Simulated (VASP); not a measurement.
# Si12HO24 (a cell with a defect): single point with PBE+D3(BJ)

Crystal: Si12HO24 (a cell with a defect).

```
CELL_PARAMETERS angstrom
9.83160 0.00000 0.00000
-4.91580 8.51442 0.00000
0.00000 0.00000 10.81820
ATOMIC_POSITIONS crystal
Si 0.27091 0.00944 0.16550
Si 0.99856 0.25925 0.33637
Si 0.22933 0.23504 0.99739
Si 0.25370 0.99438 0.68573
Si 0.99431 0.26059 0.82640
Si 0.20833 0.19465 0.51533
Si 0.26215 0.49759 0.17186
Si 0.00711 0.77124 0.32831
Si 0.22354 0.72729 0.00550
Si 0.26694 0.49253 0.65932
Si 0.99649 0.75556 0.84437
Si 0.23417 0.73800 0.49996
Si 0.76792 0.00277 0.16378
Si 0.51505 0.29097 0.32639
Si 0.73548 0.23561 0.99475
Si 0.75003 0.99455 0.66432
Si 0.49888 0.26944 0.83240
Si 0.72707 0.23407 0.49922
Si 0.78748 0.50967 0.15735
Si 0.50148 0.77123 0.33065
Si 0.73061 0.73211 0.99894
Si 0.76900 0.50175 0.66626
Si 0.48924 0.75492 0.83325
Si 0.73597 0.73346 0.49493
O 0.05860 0.18518 0.44266
O 0.29100 0.36665 0.10583
O 0.13986 0.42674 0.28700
O 0.20098 0.07202 0.05775
O 0.40663 0.37046 0.36153
O 0.43265 0.15393 0.22174
O 0.06371 0.20181 0.93799
O 0.29612 0.36022 0.59451
O 0.13300 0.42064 0.76628
O 0.14410 0.05346 0.61928
O 0.36189 0.29747 0.88893
O 0.42737 0.13829 0.72276
O 0.06984 0.70057 0.43567
O 0.29760 0.87258 0.10479
O 0.14592 0.93956 0.27920
O 0.19259 0.56569 0.06918
O 0.37255 0.80406 0.39559
O 0.42818 0.64217 0.22065
O 0.04846 0.68117 0.95653
O 0.28315 0.87212 0.60503
O 0.15738 0.91483 0.81137
O 0.21075 0.57530 0.55681
O 0.34646 0.77304 0.89053
O 0.42976 0.62465 0.72306
O 0.56750 0.21997 0.44184
O 0.81147 0.37133 0.09998
O 0.67410 0.44153 0.27610
O 0.70480 0.07084 0.05440
O 0.85988 0.28539 0.39199
O 0.93376 0.13888 0.21914
O 0.56888 0.20975 0.94328
O 0.79694 0.36519 0.60909
O 0.63625 0.43348 0.77449
O 0.68561 0.06528 0.55787
O 0.85949 0.29280 0.88103
O 0.91655 0.12769 0.71992
O 0.56894 0.69340 0.43072
O 0.79194 0.86293 0.10843
O 0.63998 0.93597 0.27617
O 0.70678 0.56830 0.05478
O 0.86888 0.79646 0.38702
O 0.95056 0.65389 0.20975
O 0.56444 0.70114 0.94373
O 0.78059 0.86180 0.60293
O 0.62066 0.92217 0.77498
O 0.71032 0.57133 0.55464
O 0.86155 0.79387 0.88926
O 0.93329 0.63874 0.72500
H 0.46480 0.47557 0.38059
H 0.29265 0.13515 0.44220
```

- Program: VASP 6.6.1
- Task: single point
- Functional: PBE
- Dispersion: D3(BJ)
- Potentials or basis: VASP PAW PBE potentials, release 64 (Si, O, H)
- Cutoff: 450 eV
- k mesh: 1 × 1 × 1
- Occupations: gaussian, width 0.02 eV
- Spin: no spin polarisation
- Further INCAR settings: ALGO = Normal; EDIFF = 1e-06; NBANDS = 236

- Largest force: 3.516 eV/Å
- Band gap on the k mesh: 5.35 eV, direct
- Dispersion energy per atom: -0.142 eV

Forces in eV/Å, atoms in the order of the input:
```
Si   0.015 -0.013 -0.005
Si  -0.014  0.008 -0.002
Si  -0.012 -0.015 -0.007
Si   0.042 -0.016  0.006
Si  -0.006  0.008 -0.008
Si   0.011 -0.036 -0.017
Si   0.012  0.028 -0.005
Si  -0.029  0.014  0.017
Si   0.001 -0.009 -0.001
Si   0.010  0.023 -0.010
Si  -0.011  0.008 -0.011
Si   0.012 -0.006 -0.008
Si   0.003 -0.013  0.013
Si   0.075 -0.127 -0.032
Si  -0.004 -0.022 -0.001
Si   0.026 -0.025 -0.012
Si  -0.005  0.023  0.000
Si   0.011 -0.019  0.011
Si   0.037  0.017 -0.023
Si   0.073 -0.032  0.083
Si  -0.022 -0.005  0.004
Si   0.006  0.016 -0.011
Si  -0.008  0.012  0.000
Si  -0.108 -0.030 -0.050
O    0.014  0.013 -0.001
O   -0.001 -0.007  0.004
O    0.010 -0.006  0.001
O    0.008  0.006  0.004
O   -0.143 -3.313 -0.774
O   -0.011  0.033  0.026
O    0.000  0.010  0.000
O    0.007 -0.023 -0.026
O    0.011 -0.005 -0.003
O   -0.010 -0.005  0.000
O   -0.004 -0.008  0.003
O   -0.003  0.004 -0.003
O   -0.004  0.005 -0.002
O   -0.007 -0.001  0.001
O    0.012  0.010 -0.004
O    0.004  0.001  0.001
O   -0.028 -0.006  0.006
O   -0.015 -0.028 -0.020
O   -0.007 -0.004  0.007
O   -0.017  0.004  0.005
O    0.005  0.004  0.002
O    0.007 -0.001  0.009
O   -0.003 -0.007  0.007
O   -0.005  0.001  0.003
O   -0.034  0.019 -0.017
O   -0.010 -0.001  0.005
O   -0.044 -0.017  0.024
O    0.004  0.008 -0.003
O   -0.003 -0.008  0.002
O    0.002  0.013  0.004
O   -0.004  0.006 -0.001
O   -0.003 -0.011 -0.006
O    0.006 -0.007  0.003
O   -0.001  0.012 -0.003
O   -0.002 -0.003  0.002
O   -0.004  0.012  0.007
O    0.002  0.079  0.001
O   -0.001 -0.008 -0.006
O    0.009  0.021 -0.025
O    0.010 -0.007  0.007
O    0.030 -0.003 -0.010
O   -0.004 -0.005 -0.004
O    0.001  0.007 -0.001
O   -0.006  0.014  0.020
O    0.003 -0.001  0.002
O    0.024 -0.019  0.016
O    0.000 -0.005  0.000
O   -0.002  0.006  0.008
H    0.112  3.426  0.783
H   -0.018  0.006  0.018
```

Levels at points of the mesh, in eV from the valence-band top:
```tsv
k point	band 190	band 191	band 192	band 193	band 194	band 195	band 196	band 197
(0.00, 0.00, 0.00)	-0.65	-0.59	-0.56	0.00	5.35	6.97	7.24	7.32
```

Wall time 11 min on 1 thread of Intel(R) Xeon(R) Platinum 8259CL CPU @ 2.50GHz (Skylake/Cascade Lake), with other jobs on the host, peak memory 0.84 GiB.

 PBE gaps usually lie below the measured ones, often by a third to a half.
